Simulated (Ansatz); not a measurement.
# GaP: the cost of one run

Program: Ansatz 0.2.0. Level of theory: reference: DFT, HSE06, plane waves, PAW. These are calculated values, not measurements.

1 further run of the same task is left out (it didn't finish).

## (1) Starting point

The structure is cubic, space group F-43m (No. 216). The conventional cell has a = 5.451 Å, b = 5.451 Å, c = 5.451 Å, α = 90.00°, β = 90.00°, γ = 90.00°. Around Ga (site symmetry -43m) lie 4 P at 2.36 Å. Around P (site symmetry -43m) lie 4 Ga at 2.36 Å.

Coordinates:

```
Ga P
1.0
     0.00000    2.72541    2.72541
     2.72541    0.00000    2.72541
     2.72541    2.72541    0.00000
Ga P
1 1
Direct
  0.00000 0.00000 0.00000
  0.25000 0.25000 0.25000
```

## (2) Baseline

The input, input.yaml:

```yaml
crystal:
  lattice:
    - [0.0, 2.725410193, 2.725410193]
    - [2.725410193, 0.0, 2.725410193]
    - [2.725410193, 2.725410193, 0.0]
  atoms:
    - { symbol: Ga, position: [0.0, 0.0, 0.0] }
    - { symbol: P, position: [0.25, 0.25, 0.25] }
kpoints:
  mp_grid: { grid: [4, 4, 4] }
hamiltonian:
  xc: hse06
scf:
  occupations: { method: fixed }
  n_extra_bands: 4
output:
  forces: true
  stress: true
  eigenvalues: true
  write_density: true
  write_potential: true
  elf: true
  volumetric_format: npy
```

The run is started by

```
ansatz run input.yaml --threads 4 --pin off --max-ram 3686MiB --backend cpu --events-out ev --progress --plain --runs-dir out
```

What time and memory should one allow on 4 threads of Arm Neoverse N1, shared host?

About 7 s, with a peak of 0.61 GiB.
